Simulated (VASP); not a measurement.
A run of VASP 6.6.1:

The input INCAR:

```
  PREC = Accurate
  ENCUT = 520
  EDIFF = 1E-7
  ISMEAR = -1
  SIGMA = 0.02
  LREAL = Auto
  LASPH = T
  NELM = 100
  ALGO = Fast
  ISIF = 2
  LWAVE = F
  LCHARG = F
  GGA = PS
  NBANDS = 48
```

Contents of KPOINTS:

```
regular mesh
0
Gamma
  2 2 2
```

The input POSCAR:

```
Si
1.0
    0.0000000000      5.4300000000      5.4300000000
    5.4300000000      0.0000000000      5.4300000000
    5.4300000000      5.4300000000      0.0000000000
Si
17
Direct
   -0.0015069061     -0.0019080110     -0.0113978821
    0.1455009208      0.1461099448      0.0626620626
    0.0189535912      0.0199865562      0.4415202578
    0.1158136280      0.1161883978      0.6165226519
   -0.0014054328      0.5152945672     -0.0121938306
    0.1098795580      0.6269646409      0.1359246777
   -0.0286017495      0.5099229282      0.5077932781
    0.1164247698      0.6517372928      0.6157938306
    0.5145641805     -0.0016347145     -0.0114277164
    0.6272360958      0.1103333333      0.1352749540
    0.5094325046     -0.0267105893      0.5073551565
    0.6506953039      0.1167883057      0.6164177716
    0.4783095764      0.4786125230      0.0648392265
    0.6274952118      0.6271957643      0.1354313076
    0.5107737569      0.5103757827      0.5073546041
    0.6043241252      0.6059390424      0.6852116022
    0.3121817680      0.3139511971      0.5611659300
```

Potentials or basis: VASP PAW PBE potentials, release 64 (Si).

Launch:

```bash
$ cat potpaw_PBE.64/Si/POTCAR > POTCAR
$ mpirun -np 1 vasp_std > vasp.out
```

Hardware: 1 thread of Intel(R) Xeon(R) Platinum 8259CL CPU @ 2.50GHz (Skylake/Cascade Lake) (shared host).

Question: Estimate the wall time of this run.

Answer: It took 4.2 min on 1 thread of Intel(R) Xeon(R) Platinum 8259CL CPU @ 2.50GHz (Skylake/Cascade Lake), on a shared host, peak memory 0.48 GiB. Counts: scf iterations 18, k points 8.
